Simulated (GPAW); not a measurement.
Crystal: Ge.

```
Ge
1.0
    -2.57449    2.57449    1.39741
     2.57449   -2.57449    1.39741
     2.57449    2.57449   -1.39741
Ge
2
Direct
  0.50000 0.50000 0.00000
  0.25000 0.75000 0.50000
```

This isn't the form of Ge at room conditions, which is diamond.

Base run:

| Property | Result |
| --- | --- |
| Program | GPAW 26.7.0 |
| Functional | PBE |
| Potentials or basis | GPAW PAW data sets (gpaw-data 1.2.1) |
| Cutoff | 600 eV |
| Basis | pw |
| k mesh | 11 × 11 × 11 |
| Occupations | fermi-dirac, width 0.05 eV |
| Spin | no spin polarisation |

Its results: pressure 3.1 GPa.

The run is repeated on the same cell with these changes: functional from PBE to revPBE; potentials or basis from GPAW PAW data sets (gpaw-data 1.2.1) to the program's PAW data sets (release 1.2.1) made for this functional. What comes out?

Pressure 4.3 GPa.
